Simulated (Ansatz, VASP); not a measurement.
# Two plane-wave programs on Nb

INCAR

```
PREC = Accurate ; ENCUT = 520
EDIFF = 1E-6 ; ISMEAR = -1
SIGMA = 0.05 ; LREAL = F
LASPH = T ; NELM = 60
ALGO = Normal ; ISIF = 2
LWAVE = F ; LCHARG = F
GGA = PE ; NBANDS = 12
```

Contents of KPOINTS:

```
Automatic mesh
0
Gamma
  10 10 10
```

POSCAR

```
Nb
1.0
    2.7196400000      0.0000000000      0.0000000000
    0.0000000000      2.7196400000      0.0000000000
    0.0000000000      0.0000000000      2.7196400000
Nb
1
Direct
    0.5000000000      0.5000000000      0.5000000000
```

File input.yaml:

```yaml
crystal:
  lattice:
    - [2.71964, 0.0, 0.0]
    - [0.0, 2.71964, 0.0]
    - [0.0, 0.0, 2.71964]
  atoms:
    - { symbol: Nb, position: [0.5, 0.5, 0.5] }
hamiltonian:
  xc: pbe
  pseudopotentials: { kind: paw, azcp: { folder: soft_1 } }
kpoints:
  mp_grid: { grid: [10, 10, 10] }
scf:
  occupations: { method: fermi_dirac, width: 0.05 }
output:
  forces: true
  stress: true
  eigenvalues: true
```

The cell was built by a generator and needn't be a form met in nature.

Alike in both runs: task single point; functional PBE; k mesh 10 × 10 × 10; occupations fermi-dirac, width 0.05 eV; no spin polarisation.

|  | VASP | Ansatz |
| --- | --- | --- |
| version | VASP 6.6.1 | Ansatz 0.2.0 |
| potentials or method | VASP PAW PBE potentials, release 64 (Nb_sv) | Ansatz PAW soft_1 |
| plane-wave cutoff (eV) | 520 | 420 |
| valence electrons in the cell | 13 | 13 |

|  | VASP | Ansatz | Ansatz less VASP |
| --- | --- | --- | --- |
| gap on the k mesh at the Fermi level (eV) | none | none | - |
| pressure (GPa) | 0.4 | 0.5 | +0.15 |

A gap of «none» marks a metal or a gap that the smearing closes.
